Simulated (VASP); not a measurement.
# WC (Qusongite) (P-6m2) in VASP: notebook

The runs below take WC (Qusongite) through relaxation of cell and atoms, with optB88-vdW, vdW-DF, optB86b-vdW.

Everything below comes from runs of VASP 6.6.1. Logs are shortened: lines on timing, memory, paths and dates and some standing lists are left out, and cuts for length are marked.

### 1 Starting point

It takes space group P-6m2 (No. 187, hexagonal). Conventional cell: a = 2.907 Å, b = 2.907 Å, c = 2.837 Å, α = 90.00°, β = 90.00°, γ = 120.00°. W (site symmetry -6m2) is surrounded by 6 C at 2.20 Å. C (site symmetry -6m2) is surrounded by 6 W at 2.20 Å.

### 2 Relaxation of cell and atoms, optB88-vdW

Contents of INCAR:

```
PREC     = Accurate       # precision mode
ENCUT    = 600            # plane-wave cutoff, eV
EDIFF    = 1E-6           # SCF threshold, eV
ISMEAR   = -1             # smearing method
SIGMA    = 0.05           # smearing width, eV
LREAL    = False          # projectors in reciprocal space
LASPH    = True           # aspherical terms in the spheres
NELM     = 100            # most SCF steps
ALGO     = Normal         # electronic algorithm
ISIF     = 3              # what is computed and relaxed
LWAVE    = False          # write WAVECAR
LCHARG   = False          # write CHGCAR
GGA      = BO             # functional
LUSE_VDW = True         
AGGAC    = 0.0          
PARAM1   = 0.1833333333 
PARAM2   = 0.22         
IBRION   = 2              # ionic algorithm
NSW      = 40             # ionic steps
EDIFFG   = -0.01          # ionic threshold
```

Contents of KPOINTS:

```
regular mesh
0
Gamma
  10 10 9
```

Contents of POSCAR:

```
WC
1.0
    2.9065000000      0.0000000000      0.0000000000
   -1.4532500000      2.5171028361      0.0000000000
    0.0000000000      0.0000000000      2.8366000000
W C
1 1
Direct
    0.0000000000      0.0000000000      0.0000000000
    0.6666666667      0.3333333333      0.5000000000
```

Potentials or basis: VASP PAW PBE potentials, release 64 (W_sv, C).

Started as:

```sh
$ cat potpaw_PBE.64/W_sv/POTCAR potpaw_PBE.64/C/POTCAR > POTCAR
$ mpirun -np 1 vasp_std > vasp.out
```

OUTCAR:

```text
PREC = Accurate
   ENCUT = 600
   EDIFF = 1E-6
   ISMEAR = -1
   LREAL = False
   LASPH = True
   NELM = 100
   ISIF = 3
   GGA = BO
   IBRION = 2
   NSW = 40
   EDIFFG = -0.01

 ion  position               nearest neighbor table
   1  0.000  0.000  0.000-   2 2.20   2 2.20   2 2.20   2 2.20   2 2.20   2 2.20
   2  0.667  0.333  0.500-   1 2.20   1 2.20   1 2.20   1 2.20   1 2.20   1 2.20

  LATTYP: Found a hexagonal cell.
 ALAT       =     2.9065000000
 C/A-ratio  =     0.9759504559

  Lattice vectors:

 A1 = (   2.9065000000,   0.0000000000,   0.0000000000)
 A2 = (  -1.4532500000,   2.5171028361,   0.0000000000)
 A3 = (   0.0000000000,   0.0000000000,   2.8366000000)

Analysis of symmetry for initial positions (statically):
=====================================================================
 Subroutine PRICEL returns:
 Original cell was already a primitive cell.

 Routine SETGRP: Setting up the symmetry group for a
 hexagonal supercell.

 Subroutine GETGRP returns: Found 12 space group operations
 (whereof 12 operations were pure point group operations)
 out of a pool of 24 trial point group operations.

The static configuration has the point symmetry D_3h.

Analysis of symmetry for dynamics (positions and initial velocities):
=====================================================================
 Subroutine PRICEL returns:
 Original cell was already a primitive cell.

 Routine SETGRP: Setting up the symmetry group for a
 hexagonal supercell.

 Subroutine GETGRP returns: Found 12 space group operations
 (whereof 12 operations were pure point group operations)
 out of a pool of 24 trial point group operations.

The dynamic configuration has the point symmetry D_3h.

 Subroutine INISYM returns: Found 12 space group operations
 (whereof 12 operations are pure point group operations),
 and found     1 'primitive' translations

----------------------------------------------------------------------------------------

                                     Primitive cell

  volume of cell :      20.7525

  direct lattice vectors                    reciprocal lattice vectors
     2.906500000  0.000000000  0.000000000     0.344056425  0.198641070  0.000000000
    -1.453250000  2.517102836  0.000000000     0.000000000  0.397282139  0.000000000
     0.000000000  0.000000000  2.836600000     0.000000000  0.000000000  0.352534725

  length of vectors
     2.906500000  2.906500000  2.836600000     0.397282139  0.397282139  0.352534725

  position of ions in fractional coordinates (direct lattice)
     0.000000000  0.000000000  0.000000000
     0.666666667  0.333333333  0.500000000

  ion indices of the primitive-cell ions
   primitive index   ion index
                 1           1
                 2           2

----------------------------------------------------------------------------------------

 KPOINTS: regular mesh

Automatic generation of k-mesh.
 Grid dimensions read from file:
 generate k-points for:   10   10    9

 Generating k-lattice:

  Cartesian coordinates                     Fractional coordinates (reciprocal lattice)
     0.034405643  0.019864107  0.000000000     0.100000000  0.000000000  0.000000000
     0.000000000  0.039728214  0.000000000     0.000000000  0.100000000  0.000000000
     0.000000000  0.000000000  0.039170525     0.000000000  0.000000000  0.111111111

  Length of vectors
     0.039728214  0.039728214  0.039170525

  Shift w.r.t. Gamma in fractional coordinates (k-lattice)
     0.000000000  0.000000000  0.000000000

 Subroutine IBZKPT returns following result:
 ===========================================

 Found     70 irreducible k-points:

 Following reciprocal coordinates:
            Coordinates               Weight
  0.000000  0.000000  0.000000      1.000000
  0.100000  0.000000  0.000000      6.000000
  0.200000  0.000000  0.000000      6.000000
  0.300000  0.000000  0.000000      6.000000
  0.400000  0.000000  0.000000      6.000000
  0.500000  0.000000  0.000000      3.000000
[... 16 lines left out ...]
  0.300000  0.100000  0.111111     24.000000
  0.400000  0.100000  0.111111     24.000000
 [... further k-points ...]
   k-points           NKPTS =     70   k-points in BZ     NKDIM =     70   number of bands    NBANDS=     13
   number of dos      NEDOS =    301   number of ions     NIONS =      2
   total plane-waves  NPLWV =  13824
   dimension x,y,z NGX =    24 NGY =   24 NGZ =   24
   dimension x,y,z NGXF=    48 NGYF=   48 NGZF=   48
   ions per type =               1   1
   NGX,Y,Z   is equivalent  to a cutoff of  13.73, 13.73, 14.07 a.u.
   NGXF,Y,Z  is equivalent  to a cutoff of  27.46, 27.46, 28.13 a.u.
 SYSTEM =  unknown system
   PREC   = accura    normal or accurate (medium, high low for compatibility)
   ISTART =      0    job   : 0-new  1-cont  2-samecut
   ICHARG =      2    charge: 1-file 2-atom 10-const
   ISPIN  =      1    spin polarized calculation?
   LNONCOLLINEAR =      F non collinear calculations
   LSORBIT =      F    spin-orbit coupling
   LASPH  =      T    aspherical Exc in radial PAW
   ENCUT  =  600.0 eV  44.10 Ry    6.64 a.u.   5.81  5.81  5.67*2*pi/ulx,y,z
   NELM   =    100;   NELMIN=  2; NELMDL= -5     # of ELM steps
   EDIFF  = 0.1E-05   stopping-criterion for ELM
   LREAL  =      F    real-space projection
   EDIFFG = -.1E-01   stopping-criterion for IOM
   NSW    =     40    number of steps for IOM
   IBRION =      2    ionic relax: 0-MD 1-quasi-New 2-CG
   NFREE  =      1    steps in history (QN), initial steepest desc. (CG)
   ISIF   =      3    stress and relaxation
   ISYM   =      2    0-nonsym 1-usesym 2-fastsym
   POTIM  = 0.5000    time-step for ionic-motion
   TEBEG  =    0.0;   TEEND  =   0.0 temperature during run
   PSTRESS=    0.0 pullay stress
   NELECT =      18.0000    total number of electrons
   NUPDOWN=      -1.0000    fix difference up-down
   EMIN   =  10.00;   EMAX   =-10.00  energy-range for DOS
   EFERMI =   0.00;   METHOD = LEGACY
   ISMEAR =    -1;   SIGMA  =   0.05  broadening in eV -4-tet -1-fermi 0-gaus
   EFERMI_NEDOS =   21; number of points for ismear=-14 and -15
   IALGO  =     38    algorithm
   IMIX   =      4    mixing-type and parameters
     AMIX     =   0.40;   BMIX     =  1.00
     AMIX_MAG =   1.60;   BMIX_MAG =  1.00
  volume/ion in A,a.u.               =      10.38        70.02
  Fermi-wavevector in a.u.,A,eV,Ry     =   1.561262  2.950358 33.164744  2.437540
  Thomas-Fermi vector in A             =   2.664353
   LORBIT       =      0    0 simple, 1 ext, 2 COOP (PROOUT), +10 PAW based schemes
   GGA     = BO    functional components
   LHFCALC =     F    Hartree Fock is set to
   AEXX    =    0.0000 exact exchange contribution
   IVDW_NL    =     1    kernel type
   BPARAM     = 6.3000
   IVDW    =     0    specifies the selected vdW correction
   LEPSILON=     F    determine dielectric tensor
   LRPA    =     F    only Hartree local field effects (RPA)
 conjugate gradient relaxation of ions
 non-spin polarized calculation
  energy-cutoff  :      600.00
  volume of cell :       20.75
 maximum number of plane-waves:       703
 NGX is ok and might be reduce to    24
   NGX = 11   NGY = 11   NGZ = 11

--------------------------------------- Ionic step        1  -------------------------------------------

 number of electron      18.0000000 magnetization

 Free energy of the ion-electron system (eV)
  ---------------------------------------------------
  ext. energy  EPLUGINS =         0.00000000
  ---------------------------------------------------
  free energy    TOTEN  =       -18.02224225 eV

  energy without entropy =      -18.02031209  energy(sigma->0) =      -18.02127717

------------------------ aborting loop because EDIFF is reached ----------------------------------------

  FORCE on cell =-STRESS in cart. coord.  units (eV):
  Direction    XX          YY          ZZ          XY          YZ          ZX
  --------------------------------------------------------------------------------------
  -------------------------------------------------------------------------------------
  Total        1.1111437      1.1111437      1.1203116      0.0000000     -0.0000000      0.0000000
  in kB       85.7850112     85.7850112     86.4928144      0.0000000     -0.0000000      0.0000000
  external PRESSURE =      86.0209456 kB  Pullay stress =       0.0000000 kB
[... 23 lines left out ...]
Total vdW correction in eV:      1.8603235

--------------------------------------- Ionic step        2  -------------------------------------------

 number of electron      18.0000001 magnetization

 E-fermi :   9.8769     XC(G=0): -13.3057

 val. band max:        9.8028804525   @ k =   0.0000   0.0000   0.3333
 cond. band min:       9.8960812098   @ k =   0.1000   0.0000   0.3333
 fundamental gap:      0.0932007573
 Fermi energy:         9.8769036601

 k-point     1 :       0.0000    0.0000    0.0000
  band No.  band energies     occupation
      1     -64.3830      2.00000
      2     -28.3536      2.00000
      3     -28.2675      2.00000
      4     -28.2675      2.00000
      5      -3.8729      2.00000
      6       6.0281      2.00000
      7       6.8585      2.00000
      8       6.8585      2.00000
      9       9.9424      0.42501
     10      12.6977      0.00000
     11      12.6977      0.00000
     12      14.9896      0.00000
     13      14.9896      0.00000
[... 435 lines left out ...]
  FREE ENERGIE OF THE ION-ELECTRON SYSTEM (eV)
  ---------------------------------------------------
  free  energy   TOTEN  =       -18.0340612366 eV

  energy  without entropy=      -18.0321419117  energy(sigma->0) =      -18.03310157

Total vdW correction in eV:      1.8852155

[... ionic steps 4 to 7 ...]

--------------------------------------- Ionic step        8  -------------------------------------------

 number of electron      18.0000000 magnetization

------------------------ aborting loop because EDIFF is reached ----------------------------------------

  FORCE on cell =-STRESS in cart. coord.  units (eV):
  Direction    XX          YY          ZZ          XY          YZ          ZX
  --------------------------------------------------------------------------------------
  -------------------------------------------------------------------------------------
  Total        0.0227037      0.0227037      0.0239252      0.0000000     -0.0000000      0.0000000
  in kB        1.7160845      1.7160845      1.8084163      0.0000000     -0.0000000      0.0000000
  external PRESSURE =       1.7468618 kB  Pullay stress =       0.0000000 kB
[... 61 lines left out ...]
Total vdW correction in eV:      1.8861371

--------------------------------------- Ionic step       10  -------------------------------------------

 number of electron      18.0000000 magnetization

 Free energy of the ion-electron system (eV)
  ---------------------------------------------------
  ext. energy  EPLUGINS =         0.00000000
  ---------------------------------------------------
  free energy    TOTEN  =       -18.03417036 eV

  energy without entropy =      -18.03226086  energy(sigma->0) =      -18.03321561

 E-fermi :  10.6606     XC(G=0): -13.6194

 val. band max:       10.5756836372   @ k =   0.0000   0.0000   0.3333
 cond. band min:      10.6766564410   @ k =   0.1000   0.0000   0.3333
 fundamental gap:      0.1009728039
 Fermi energy:        10.6605847961

 k-point     1 :       0.0000    0.0000    0.0000
  band No.  band energies     occupation
      1     -63.4649      2.00000
      2     -27.4319      2.00000
      3     -27.3378      2.00000
      4     -27.3378      2.00000
      5      -3.5118      2.00000
      6       6.5251      2.00000
      7       7.4175      2.00000
      8       7.4175      2.00000
      9      10.7641      0.22392
     10      13.7599      0.00000
     11      13.7599      0.00000
     12      16.1094      0.00000
     13      16.1094      0.00000
[... 397 lines left out ...]
  FREE ENERGIE OF THE ION-ELECTRON SYSTEM (eV)
  ---------------------------------------------------
  free  energy   TOTEN  =       -18.0341703559 eV

  energy  without entropy=      -18.0322608570  energy(sigma->0) =      -18.03321561

Total vdW correction in eV:      1.8851833

 reached required accuracy - stopping structural energy minimisation
```

Wall time 3.8 min (1 thread of Intel Xeon Platinum 8375C at 2.90GHz (Ice Lake), shared host); peak memory 0.28 GiB.

Results:

```
Free energy                            : -18.0342 eV
Relaxed volume                         : 10.60 Å³/atom
Relaxed cell                           : a = 2.929 Å, b = 2.929 Å, c = 2.854 Å, α = 90.00°, β = 90.00°, γ = 120.00°
Space group after relaxing (to 0.05 Å) : P-6m2 (No. 187)
Energy gained by relaxing              : 6.0 meV/atom
Ionic steps                            : 10
Pressure after relaxing                : 0.0 GPa
Band gap on the k mesh                 : none (metal or under the smearing width)
```

Step by step:
| step | energy change (eV) | largest force (eV/Å) | pressure (GPa) | volume (Å³) |
| --- | --- | --- | --- | --- |
| 1 | 0.0000 | 0.0000 | 8.60 | 20.75 |
| 2 | 0.0702 | 0.0000 | -19.59 | 22.47 |
| 3 | -0.0118 | 0.0000 | -0.18 | 21.21 |
| 4 | -0.0118 | 0.0000 | -0.02 | 21.20 |
| 5 | -0.0118 | 0.0000 | 0.14 | 21.19 |
| 6 | -0.0118 | 0.0000 | 0.19 | 21.20 |
| 7 | -0.0119 | 0.0000 | 0.19 | 21.20 |
| 8 | -0.0119 | 0.0000 | 0.17 | 21.20 |
| 9 | -0.0119 | 0.0000 | -0.31 | 21.22 |
| 10 | -0.0119 | 0.0000 | -0.02 | 21.21 |

Final structure:
```
W C
1.0
     2.92932    0.00000    0.00000
    -1.46466    2.53687    0.00000
     0.00000    0.00000    2.85369
W C
1 1
Direct
  0.00000 0.00000 0.00000
  0.66667 0.33333 0.50000
```

Caveat: the PAW data sets were made with another functional, which shifts forces and pressure a little. Spin-orbit coupling is left out, which matters for the levels of W.

### 3 Relaxation of cell and atoms, vdW-DF

Contents of INCAR:

```
AGGAC = 0.0
ALGO = Fast
EDIFF = 1E-6
EDIFFG = -0.01
ENCUT = 600
GGA = RE
IBRION = 2
ISIF = 3
ISMEAR = -1
LASPH = True
LCHARG = False
LREAL = False
LUSE_VDW = True
LWAVE = False
NELM = 80
NSW = 60
PREC = Accurate
SIGMA = 0.05
```

Contents of KPOINTS:

```
k-points
0
Gamma
  10 10 9
```

POSCAR is that of step 2.

Potentials or basis: VASP PAW PBE potentials, release 64 (W_sv, C).

Started as:

```sh
$ cat potpaw_PBE.64/W_sv/POTCAR potpaw_PBE.64/C/POTCAR > POTCAR
$ mpirun -np 1 vasp_std > vasp.out
```

It took 3.6 min on 1 thread of Intel Xeon Platinum 8375C at 2.90GHz (Ice Lake), shared host; peak memory 0.29 GiB.

The run converged. Its results:

```yaml
Free_energy: -16.4910 eV
Relaxed_volume: 10.84 Å³/atom
Relaxed_cell: a = 2.951 Å, b = 2.951 Å, c = 2.873 Å, α = 90.00°, β = 90.00°, γ = 120.00°
Space_group_after_relaxing_to_0.05_Å: P-6m2 (No. 187)
Energy_gained_by_relaxing: 23.6 meV/atom
Ionic_steps: 12
Pressure_after_relaxing: 0.0 GPa
Band_gap_on_the_k_mesh: none (metal or under the smearing width)
```

Stress tensor (GPa, compression positive):
```
 0.04  0.00  0.00
 0.00  0.04  0.00
 0.00  0.00 -0.04
```

The path:
```
step  energy change (eV)  largest force (eV/Å)  pressure (GPa)  volume (Å³)
   1              0.0000                0.0000           17.13        20.75
   2              0.2394                0.0000          -31.72        24.27
   3             -0.0467                0.0000           -0.66        21.71
   4             -0.0468                0.0000           -0.01        21.67
   5             -0.0468                0.0000            0.28        21.65
   6             -0.0469                0.0000            0.27        21.67
   7             -0.0471                0.0000            0.28        21.66
   8             -0.0471                0.0000            0.26        21.66
   9             -0.0471                0.0000            0.29        21.66
  10             -0.0471                0.0000            0.30        21.66
  11             -0.0471                0.0000           -0.51        21.71
  12             -0.0471                0.0000            0.02        21.67
```

Final structure:
```
W C
1.0
     2.95139    0.00000    0.00000
    -1.47570    2.55598    0.00000
     0.00000    0.00000    2.87313
W C
1 1
Direct
  0.00000 0.00000 0.00000
  0.66667 0.33333 0.50000
```

Levels at points of the mesh, in eV from the Fermi level:
| k point | band 7 | band 8 | band 9 | band 10 | band 11 | band 12 |
| --- | --- | --- | --- | --- | --- | --- |
| (0.00, 0.00, 0.00) | -3.17 | -3.17 | 0.09 | 3.01 | 3.01 | 5.32 |
| (0.50, 0.00, 0.00) | -3.40 | -3.32 | -0.48 | 2.20 | 4.19 | 4.49 |

Caveat: the PAW data sets were made with another functional, which shifts forces and pressure a little. The run has no spin-orbit coupling, so splittings on W are missing.

(Part 1 of 2 ends here.)
